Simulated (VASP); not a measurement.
A run of VASP 6.6.1:

The input INCAR:

```
  ALGO = Normal
  EDIFF = 1E-7
  EDIFFG = -0.01
  ENCUT = 600
  IBRION = 2
  ISIF = 4
  ISMEAR = 1
  LASPH = True
  LCHARG = False
  LMIXTAU = True
  LREAL = False
  LWAVE = False
  METAGGA = R2SCAN
  NELM = 80
  NSW = 40
  PREC = Accurate
  SIGMA = 0.1
```

KPOINTS

```
k-points
0
Gamma
  15 15 9
```

POSCAR

```
Os                                      
1.0
    2.6822169482      0.0000000000      0.0000000000
   -1.3411084741      2.3228680156      0.0000000000
    0.0000000000      0.0000000000      4.2382494206
  Os            
     2
Direct
     0.3333333332999970    0.6666666667000030    0.2500000000000000
     0.6666666667000030    0.3333333332999970    0.7500000000000000
```

Potentials or basis: VASP PAW PBE potentials, release 64 (Os).

Launch:

```bash
$ cat potpaw_PBE.64/Os/POTCAR > POTCAR
$ mpirun -np 1 vasp_std > vasp.out
```

Hardware: 1 thread of Intel(R) Xeon(R) Platinum 8488C (Sapphire Rapids) (shared host).

Problem. Estimate the wall time of this run.

Solution. Run time: 4.4 min on 1 thread of Intel(R) Xeon(R) Platinum 8488C (Sapphire Rapids), on a shared host, peak memory 0.2 GiB. Counts: scf iterations 35, k points 135, ion steps 3.
